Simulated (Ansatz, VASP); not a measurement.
# TiC in VASP and in Ansatz

```
Ti C
1.0
     0.00000    2.18006    2.18006
     2.18006    0.00000    2.18006
     2.18006    2.18006    0.00000
Ti C
1 1
Direct
  0.00000 0.00000 0.00000
  0.50000 0.50000 0.50000
```

Change from the starting cell: volume scaled by 1.02.

Alike in both runs: task single point; functional LDA; k mesh 11 × 11 × 11; occupations fermi-dirac, width 0.05 eV; no spin polarisation.

```csv
,VASP,Ansatz
version,VASP 6.6.1,Ansatz 0.2.0
potentials or method,"VASP PAW LDA potentials, release 64 (Ti_sv, C), cutoff 520 eV","all-electron LAPW, scalar-relativistic"
```

Ansatz gave:

```
gap on the k mesh at the Fermi level (eV) : none
pressure (GPa)                            : -16.9
```

**Question.** Estimate VASP's values.

**Answer.** gap on the k mesh at the Fermi level (eV): none; pressure (GPa): -16.3.

A gap of «none» marks a metal or a gap that the smearing closes. Ansatz ran all-electron here, so the differences hold the error of VASP's frozen core and of both bases.

Caveats: so large a pressure means that the cell lies far from this level's equilibrium, or that cutoff or potentials fall short (VASP).
